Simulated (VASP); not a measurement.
Wanted: the native input for a VASP 6.6.1 run.

* Task: single point
* Functional: r2SCAN
* Dispersion: rVV10
* Potentials or basis: VASP PAW PBE potentials, release 64 (Al, Cu)
* Cutoff: 520 eV
* k mesh: 9 × 9 × 1
* Occupations: methfessel-paxton, width 0.1 eV
* Spin: no spin polarisation
* Dipole correction: yes
* Further INCAR settings: LREAL = Auto; ALGO = Normal; EDIFF = 1e-06; NBANDS = 50

Al19Cu, a slab with vacuum:

```
Al Cu
1.0
     5.63722    0.00000    0.00000
    -2.81861    4.88197    0.00000
     0.00000    0.00000   21.20554
Al Cu
19 1
Direct
  0.00017 0.00009 0.28312
  0.00000 0.50000 0.28280
  0.49991 0.00009 0.28312
  0.49991 0.49983 0.28312
  0.33333 0.16667 0.39344
  0.33275 0.66638 0.39284
  0.83362 0.16725 0.39284
  0.83362 0.66638 0.39284
  0.66983 0.33491 0.50209
  0.66667 0.83333 0.50011
  0.16509 0.33491 0.50209
  0.16509 0.83017 0.50209
  0.99999 0.99999 0.60781
  0.50001 0.50001 0.60781
  0.50001 0.99999 0.60781
  0.32828 0.66414 0.71430
  0.33333 0.16667 0.71792
  0.83586 0.66414 0.71430
  0.83586 0.17172 0.71430
  0.00000 0.50000 0.60525
```

The cell was built by a generator and needn't be a form met in nature.

The input as run:

POSCAR

```
Al19Cu
1.0
    5.6372161124      0.0000000286      0.0000000000
   -2.8186080810      4.8819723457      0.0000000000
    0.0000000000      0.0000000000     21.2055429712
Al Cu
19 1
Direct
    0.0001700372      0.0000850186      0.2831185456
    0.0000000000      0.5000000000      0.2828012808
    0.4999149814      1.0000850186      0.2831185456
    0.4999149814      0.4998299628      0.2831185456
    0.3333333333      0.1666666667      0.3934358356
    0.3327539430      0.6663769715      0.3928369508
    0.8336230285      0.1672460570      0.3928369508
    0.8336230285      0.6663769715      0.3928369508
    0.6698297538      0.3349148769      0.5020905583
    0.6666666667      0.8333333333      0.5001131909
    0.1650851231      0.3349148769      0.5020905583
    0.1650851231      0.8301702462      0.5020905583
   -0.0000134208     -0.0000067104      0.6078063319
    0.5000067104      0.5000134208      0.6078063319
    0.5000067104     -0.0000067104      0.6078063319
    0.3282775325      0.6641387663      0.7142993484
    0.3333333333      0.1666666667      0.7179236191
    0.8358612337      0.6641387663      0.7142993484
    0.8358612337      0.1717224675      0.7142993484
    0.0000000000      0.5000000000      0.6052521649
```

INCAR.step1

```
PREC     = Accurate       # precision mode
ENCUT    = 520            # plane-wave cutoff, eV
ISMEAR   = 1              # smearing method
SIGMA    = 0.1            # smearing width, eV
LREAL    = Auto         
LASPH    = T              # aspherical terms in the spheres
NELM     = 100            # most SCF steps
LDIPOL   = T            
IDIPOL   = 3            
DIPOL    = 0.5 0.5 0.500
NBANDS   = 50             # bands
GGA      = PE             # functional
ALGO     = Normal         # electronic algorithm
EDIFF    = 1E-4           # SCF threshold, eV
LWAVE    = T              # write WAVECAR
LCHARG   = F              # write CHGCAR
```

INCAR.step2

```
PREC     = Accurate       # precision mode
ENCUT    = 520            # plane-wave cutoff, eV
EDIFF    = 1E-6           # SCF threshold, eV
ISMEAR   = 1              # smearing method
SIGMA    = 0.1            # smearing width, eV
LREAL    = Auto         
LASPH    = T              # aspherical terms in the spheres
NELM     = 100            # most SCF steps
ALGO     = Normal         # electronic algorithm
ISIF     = 2              # what is computed and relaxed
LWAVE    = F              # write WAVECAR
LCHARG   = F              # write CHGCAR
LDIPOL   = T            
IDIPOL   = 3            
DIPOL    = 0.5 0.5 0.500
METAGGA  = R2SCAN         # meta-GGA
LMIXTAU  = T            
LUSE_VDW = T            
IVDW_NL  = 2            
BPARAM   = 11.95        
CPARAM   = 0.0093       
NBANDS   = 50             # bands
ISTART   = 1
```

KPOINTS

```
Automatic mesh
0
Gamma
  9 9 1
```

Potentials or basis: VASP PAW PBE potentials, release 64 (Al, Cu).

Command:

```sh
$ cat potpaw_PBE.64/Al/POTCAR potpaw_PBE.64/Cu/POTCAR > POTCAR
$ cp INCAR.step1 INCAR
$ mpirun -np 1 vasp_std > vasp.out
$ cp INCAR.step2 INCAR
$ mpirun -np 1 vasp_std > vasp.out
```

It gave:

```json
{
  "Largest force": "0.009 eV/Å",
  "Band gap on the k mesh": "none (metal or under the smearing width)"
}
```

Caveat: the PAW data sets were made with another functional, which shifts forces and pressure a little.

Run time: 36 min on 1 thread of Intel(R) Xeon(R) 6975P-C (Granite Rapids), on a shared host, peak memory 1.7 GiB.
